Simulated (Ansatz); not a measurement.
# What a trial cell of HgS2 relaxes into

Theory: DFT PBE, scalar-relativistic, plane waves, PAW (Ansatz). Cutoff 420 eV, Γ-centred k mesh, Gaussian smearing, no spin polarisation in the final step.

The start puts HgS2 on the sites of a reported NiO2 cell (C2/m, No. 12), with Hg in place of Ni, S in place of O, at a guessed volume.

```yaml
crystal:
  lattice:
    - [3.39690, -1.96070, 0.00000]
    - [3.39690, 1.96070, 0.00000]
    - [-2.23978, 0.00000, 6.30595]
  atoms:
    - { symbol: Hg, position: [0.00000, 0.00000, 0.00000] }
    - { symbol: S, position: [0.73800, 0.73800, 0.23100] }
    - { symbol: S, position: [0.26200, 0.26200, 0.76900] }
```

Cell and atoms relax at zero pressure; the relaxation can't lower the symmetry of the start. After a coarse first stage the cell is made exact in the group found at 0.06 Å.

The zero of energy is the elements' standard structures at the same level; no fitted shifts are applied.

Question: Describe the relaxed structure.

Answer: It keeps C2/m (No. 12), but not the shape of the type it started on. Conventional cell: a = 6.884 Å, b = 4.990 Å, c = 5.613 Å, β = 120.9°. Hg is coordinated by 2 S at 2.41 Å; around S lie 1 S at 2.10 Å and 1 Hg at 2.41 Å.

```
Hg S
1.0
     3.44213   -2.49499    0.00000
     3.44213    2.49499    0.00000
    -2.88204    0.00000    4.81698
Hg S
1 2
Direct
  0.00000 0.00000 0.00000
  0.84989 0.84989 0.30470
  0.15011 0.15011 0.69530
```

Question: What are its volume, energy, density and gap?

Answer: The volume per atom is 27.58 Å³, the density is 5.31 g/cm³ and the energy over the elements is 0.018 eV/atom. The gap on the 8×8×6 mesh is 0.69 eV.

The final run used a 8×8×6 mesh on its 3-atom cell and 0.02 eV smearing. Spin–orbit coupling is left out. A structure relaxed within its symmetry needn't be a true minimum.

Cost: 3 runs of about 2.7 core-minutes in all, on Arm Neoverse V1 (shared hosts).